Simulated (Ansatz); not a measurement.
# MoP in Ansatz: the effect of Hubbard term

The system is MoP.

```
Mo P
1.0
     3.22300    0.00000    0.00000
    -1.61150    2.79120    0.00000
     0.00000    0.00000    3.19100
Mo P
1 1
Direct
  0.00000 0.00000 0.00000
  0.33333 0.66667 0.50000
```

Alike in all runs:

* Program: Ansatz 0.2.0
* Task: single point
* Functional: PBE
* Potentials or basis: all-electron LAPW, scalar-relativistic
* Cutoff: 254 eV (chosen from the basis error)
* Basis error allowed: 0.001 eV/atom
* k mesh: 10 × 10 × 8
* Occupations: fermi-dirac, width 0.05 eV
* Spin: no spin polarisation

```csv
Hubbard term,pressure (GPa)
none,?
Mo d U = 2 eV,1.9
Mo d U = 4 eV,1.3
Mo d U = 6 eV,1.0
Mo d U = 8 eV,1.2
```

Question: What does the run with Hubbard term none give?

Answer: Pressure 2.6 GPa.

Worked out: A parabola through the other rows of the pressure, of slope -0.62 GPa per eV there, extrapolates to 2.9 GPa, against the run's 2.6.

Caveats: U is the effective U less J, on atomic orbitals that reach past the spheres (some runs); U without spin polarisation on a metal has little footing (some runs); the U is typed as a test and isn't derived for this compound (some runs).
